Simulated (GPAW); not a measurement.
# Pb (Fm-3m) in GPAW: equation of state

How stiff is Pb in PBEsol, and what volume does it want? The cell is scaled to several volumes.

Everything below comes from runs of GPAW 26.7.0. Logs are shortened: lines on timing, memory, paths and dates and some standing lists are left out, and cuts for length are marked. The log counts tension as positive stress, the text compression.

## (1) The crystal as given

Symmetry: Fm-3m, No. 225, cubic system. The conventional cell has a = 4.950 Å, b = 4.950 Å, c = 4.950 Å, α = 90.00°, β = 90.00°, γ = 90.00°. Pb (site symmetry m-3m) is surrounded by 12 Pb at 3.50 Å.

## (2) Equation of state, PBEsol

The input, run.py:

```python
from ase import Atoms
from ase.eos import EquationOfState
from ase.io import Trajectory
from ase.units import GPa
from gpaw import GPAW, PW, setup_paths

setup_paths.insert(0, '.')

atoms = Atoms(['Pb'],
              cell=[[0.0, 2.47502, 2.47502],
                    [2.47502, 0.0, 2.47502],
                    [2.47502, 2.47502, 0.0]],
              scaled_positions=[[0.0, 0.0, 0.0]],
              pbc=True)

traj = Trajectory('eos.traj', 'w')
volumes, energies = [], []
for x in [0.94, 0.96, 0.98, 1.0, 1.02, 1.04, 1.06]:
    a = atoms.copy()
    a.set_cell(atoms.cell * x**(1 / 3), scale_atoms=True)
    calc = GPAW(mode=PW(600),
                xc='PBEsol',
                kpts={'size': (9, 9, 9), 'gamma': True},
                occupations={'name': 'fermi-dirac', 'width': 0.05},
                nbands=14,
                convergence={'density': 1e-05, 'energy': 1e-05},
                maxiter=150,
                txt=f'eos-{x:.2f}.txt')
    a.calc = calc
    energies.append(a.get_potential_energy(force_consistent=True))
    volumes.append(a.get_volume())
    p = -a.get_stress()[:3].mean() / GPa
    calc.write(f'eos-{x:.2f}.gpw')
    traj.write(a)
    print(f'{x:.2f} {volumes[-1]:10.4f} A^3 {energies[-1]:14.6f} eV {p:9.3f} GPa', flush=True)

v0, e0, B = EquationOfState(volumes, energies, eos='birchmurnaghan').fit()
print(f'V0 = {v0:.4f} A^3, E0 = {e0:.6f} eV, B0 = {B / GPa:.2f} GPa')
```

Potentials or basis: PAW data sets generated in the run's folder for this functional, pw.

Command:

```bash
$ gpaw-setup -f PBEsol Pb
$ OMP_NUM_THREADS=1 python run.py
```

Output:

```text
__  _  _
 | _ |_)|_||  |
 |__||  | ||/\| - 26.7.0

Input parameters:
  mode=PW(ecut=600.0),
  convergence={'density': 1e-05, 'energy': 1e-05},
  kpts=MonkhorstPack(size=(9, 9, 9), gamma=True),
  maxiter=150,
  nbands=14,
  occupations=Occupations(name='fermi-dirac', width=0.05),
  xc=XC(name='PBEsol')

Diagonalizing LCAO Hamiltonian
Converting LCAO to pw mode

       Pb

Atoms  # Å, Bohr magnetons
|   | symbol |        x |        y |        z |    initial magnetic moments |
|---|--------|----------|----------|----------|-----------------------------|
| 0 |     Pb | 0.000000 | 0.000000 | 0.000000 | ( 0.0000,  0.0000,  0.0000) |

Unit cell  # Å
| periodic |        x |        y |        z |  lengths |    angles |
|----------|----------|----------|----------|----------|-----------|
|      yes | 0.000000 | 2.424495 | 2.424495 | 3.428754 | 60.000000 |
|      yes | 2.424495 | 0.000000 | 2.424495 | 3.428754 | 60.000000 |
|      yes | 2.424495 | 2.424495 | 0.000000 | 3.428754 | 60.000000 |

Number of symmetries: 48
Symmetry operations  # r_c * U_cc + t_c -> r_c
|    | kind |            matrix            |
|----|------|------------------------------|
|  0 |  σ   |  1, 0, 0,  1, 0,-1,  1,-1, 0 |
|  1 |  C2  |  1, 0, 0,  1,-1, 0,  1, 0,-1 |
|  2 |  E   |  1, 0, 0,  0, 1, 0,  0, 0, 1 |
|  3 |  σ   |  1, 0, 0,  0, 0, 1,  0, 1, 0 |
|  4 |  C4  |  1, 0,-1,  1, 0, 0,  1,-1, 0 |
|  5 |  S6  |  1, 0,-1,  1,-1, 0,  1, 0, 0 |
|  6 |  σ   |  1, 0,-1,  0, 1,-1,  0, 0,-1 |
|  7 |  C3  |  1, 0,-1,  0, 0,-1,  0, 1,-1 |
|  8 |  S6  |  1,-1, 0,  1, 0, 0,  1, 0,-1 |
|  9 |  C4  |  1,-1, 0,  1, 0,-1,  1, 0, 0 |
| 10 |  C3  |  1,-1, 0,  0,-1, 1,  0,-1, 0 |
| 11 |  σ   |  1,-1, 0,  0,-1, 0,  0,-1, 1 |
| 12 |  σ   |  0, 1, 0,  1, 0, 0,  0, 0, 1 |
| 13 |  C4  |  0, 1, 0,  0, 1,-1, -1, 1, 0 |
| 14 |  C3  |  0, 1, 0,  0, 0, 1,  1, 0, 0 |
| 15 |  S6  |  0, 1, 0, -1, 1, 0,  0, 1,-1 |
| 16 |  C2  |  0, 1,-1,  1, 0,-1,  0, 0,-1 |
| 17 |  σ   |  0, 1,-1,  0, 1, 0, -1, 1, 0 |
| 18 |  S4  |  0, 1,-1,  0, 0,-1,  1, 0,-1 |
| 19 |  C4  |  0, 1,-1, -1, 1, 0,  0, 1, 0 |
| 20 |  C3  |  0, 0, 1,  1, 0, 0,  0, 1, 0 |
| 21 |  σ   |  0, 0, 1,  0, 1, 0,  1, 0, 0 |
| 22 |  S6  |  0, 0, 1,  0,-1, 1, -1, 0, 1 |
| 23 |  C4  |  0, 0, 1, -1, 0, 1,  0,-1, 1 |
| 24 |  S4  |  0, 0,-1,  1, 0,-1,  0, 1,-1 |
| 25 |  C3  |  0, 0,-1,  0, 1,-1,  1, 0,-1 |
| 26 |  C2  |  0, 0,-1,  0,-1, 0, -1, 0, 0 |
| 27 |  S6  |  0, 0,-1, -1, 0, 0,  0,-1, 0 |
| 28 |  S4  |  0,-1, 1,  1,-1, 0,  0,-1, 0 |
| 29 |  C4  |  0,-1, 1,  0, 0, 1, -1, 0, 1 |
| 30 |  C2  |  0,-1, 1,  0,-1, 0,  1,-1, 0 |
| 31 |  σ   |  0,-1, 1, -1, 0, 1,  0, 0, 1 |
| 32 |  C3  |  0,-1, 0,  1,-1, 0,  0,-1, 1 |
| 33 |  S6  |  0,-1, 0,  0, 0,-1, -1, 0, 0 |
| 34 |  S4  |  0,-1, 0,  0,-1, 1,  1,-1, 0 |
| 35 |  C2  |  0,-1, 0, -1, 0, 0,  0, 0,-1 |
| 36 |  C2  | -1, 1, 0,  0, 1, 0,  0, 1,-1 |
| 37 |  S6  | -1, 1, 0,  0, 1,-1,  0, 1, 0 |
| 38 |  S4  | -1, 1, 0, -1, 0, 1, -1, 0, 0 |
| 39 |  C3  | -1, 1, 0, -1, 0, 0, -1, 0, 1 |
| 40 |  S6  | -1, 0, 1,  0, 0, 1,  0,-1, 1 |
| 41 |  C2  | -1, 0, 1,  0,-1, 1,  0, 0, 1 |
| 42 |  C3  | -1, 0, 1, -1, 1, 0, -1, 0, 0 |
| 43 |  S4  | -1, 0, 1, -1, 0, 0, -1, 1, 0 |
| 44 |  C2  | -1, 0, 0,  0, 0,-1,  0,-1, 0 |
| 45 |  i   | -1, 0, 0,  0,-1, 0,  0, 0,-1 |
| 46 |  σ   | -1, 0, 0, -1, 1, 0, -1, 0, 1 |
| 47 |  C2  | -1, 0, 0, -1, 0, 1, -1, 1, 0 |

BZ-sampling:
  Number of BZ points: 729
  Number of IBZ points: 35

  Monkhorst-Pack size: [9, 9, 9]
  Monkhorst-Pack shift: [0, 0, 0]

K-points  # in reciprocal-cell coordinates
|     |                                coordinates |     weight |
|-----|--------------------------------------------|------------|
|   0 | (  0.00000000,   0.00000000,   0.00000000) | 0.00137174 |
|   1 | (  0.11111111,   0.11111111,   0.00000000) | 0.00823045 |
|   2 | (  0.11111111,   0.11111111,   0.11111111) | 0.01097394 |
|   3 | (  0.22222222,   0.11111111,   0.11111111) | 0.01646091 |
|   4 | (  0.22222222,   0.22222222,   0.00000000) | 0.00823045 |
|   5 | (  0.22222222,   0.22222222,   0.11111111) | 0.03292181 |
|   6 | (  0.22222222,   0.22222222,   0.22222222) | 0.01097394 |
|   7 | (  0.33333333,   0.22222222,   0.11111111) | 0.03292181 |
|   8 | (  0.33333333,   0.22222222,   0.22222222) | 0.03292181 |
|   9 | (  0.33333333,   0.33333333,  -0.33333333) | 0.01646091 |
| ... |                                            |            |
|  34 | (  0.44444444,   0.44444444,   0.44444444) | 0.01097394 |

Plane wave coefficients: 963
Cutoff: 600.0 eV

Spin-components: 1 (collinear spins)
Bands:           14
Projectors:      6
Spin-degeneracy: 2
Datatype:        complex128

Parallelization:
  kpt:    1
  domain: 1
  band:   1

Density:
  Valence electrons: 14.0
  Components: 1
  Grid points: [20 20 20]
  Charge: 0.0  # |e|

Potential:
  Grid points: [20 20 20]

species:
  Pb:
    name:    Lead
    Z:       82.0
    valence: 14
    core:    68
    charge:  0.0  # [|e|]
    compensation charges:
      type: gauss
      rc: 0.38  # [Å]
      lmax: 2
    cutoffs:
      filter: 2.36  # [Å]
      core: 2.43  # [Å]
    projectors
    | kind |    occ | energy [eV] | rcut [Å] |
    |------|--------|-------------|----------|
    |   6s |  2.000 |     -12.024 |    1.259 |
    |   6p |  2.000 |      -3.525 |    1.275 |
    |   5d | 10.000 |     -21.194 |    1.217 |
    |    s |        |      15.187 |    1.259 |
    |    p |        |      23.686 |    1.275 |
    |    d |        |       6.017 |    1.217 |

    Using partial waves for Pb as LCAO basis

Reference energy: -567122.994260  # eV

eigensolver:
  PPCG
  Converge bands: occupied
  niter=2

density mixing:
  MSR1-Mixer
  Pratt-step length: 0.05
  Maximum mixing coefficient: 0.75
  Old densities: 10
  SVD Regularization: 0.005
  Good broyden scale: 1.0
  Trust region scale: 1.0
  Backstep threshold: 4.0
  History deletion threshold: 6.0
  Fourier metric: weight=20.0, sigma=0.015

occupation numbers:
  Fermi-Dirac:
    width: 0.0500  # eV

poisson solver:
  ecut: 4800.0  # eV

xc functional:
  name: PBEsol with 2 nearest neighbor stencil

convergence criteria:
- Maximum integral of absolute [dens]ity change: 1e-05 electrons / valence electron
- Maximum [total energy] change in last 3 cyles: 1e-05 eV / valence electron
- Maximum integral of absolute [eigenst]ate change: 4e-08 eV^2 / valence electron
maximum number of iterations: 150

SCF iterations
|iter     | |      energy | eigst |  dens |
|---------|-|-------------|-------|-------|
|iter:   1| |   -4.275459 | -0.19 |       |
|iter:   2| |   -4.274371 | -2.34 | -1.76 |
|iter:   3| |   -4.257600 | -2.56 | -1.80 |
|iter:   4| |   -4.257301 | -3.61 | -2.33 |
|iter:   5| |   -4.257359 | -4.46 | -2.75 |
|iter:   6| |   -4.257361c| -6.34 | -3.87 |
|iter:   7| |   -4.257361c| -6.77 | -4.32 |
|iter:   8| |   -4.257361c| -8.05c| -5.18c|

Converged in 8 steps
Energy contributions relative to reference atoms: (reference = -567122.994260)

Energy contributions:
  Kinetic:           9.485339
  Coulomb:          -9.113507
  Zero:             -0.014232
  External:          0.000000
  Xc:               -4.613199
  Entropy:          -0.003525
  Spinorbit:         0.000000
  ----------------------------
  Free energy:      -4.259124
  Extrapolated:     -4.257361

dipole moment: (-20.520534, -20.520534, -20.520534)  # |e|*Ang

Fermi level: 7.976
Eigenvalues  # (at kpt = [0.000, 0.000, 0.000])
| band index |      eig [eV] | occ [0-2] |
|------------|---------------|-----------|
|          0 |        -8.871 |     2.000 |
|          1 |        -8.871 |     2.000 |
|          2 |        -8.871 |     2.000 |
|          3 |        -8.700 |     2.000 |
|          4 |        -8.700 |     2.000 |
|          5 |        -3.970 |     2.000 |
|          6 |        16.056 |     0.000 |
|          7 |        16.056 |     0.000 |
|          8 |        16.056 |     0.000 |
|          9 |        18.032 |     0.000 |
|         10 |        20.367 |     0.000 |
|         11 |        21.109 |     0.000 |
|         12 |        21.109 |     0.000 |
|         13 |        21.109 |     0.000 |

No gap
No difference between direct/indirect transitions

Stress tensor  # eV/Ang^3
|         x |         y |         z |
|-----------|-----------|-----------|
| -0.015256 | -0.000000 |  0.000000 |
| -0.000000 | -0.015256 |  0.000000 |
|  0.000000 |  0.000000 | -0.015256 |

# Writing to eos-0.94.gpw (mode='')
```

It took 62 s on 1 thread of Arm Neoverse V1, shared host; peak memory 0.2 GiB.

What came out:

* Equilibrium volume: 29.78 Å³/atom
* Bulk modulus: 50 GPa
* Pressure derivative of the bulk modulus: 5.2 (rough: it moves with the points fitted)

Energy against volume, from the lowest point:
```csv
volume (Å³/atom),energy (meV/atom)
28.503,9.39
29.110,2.49
29.716,0.00
30.323,1.43
30.929,6.33
31.535,14.31
32.142,24.87
```

## (3) How close it comes

Step 2. The cell as given is a measured one (30.32 Å³/atom); PBEsol puts the equilibrium volume -1.8 % from it, thermal expansion not counted.
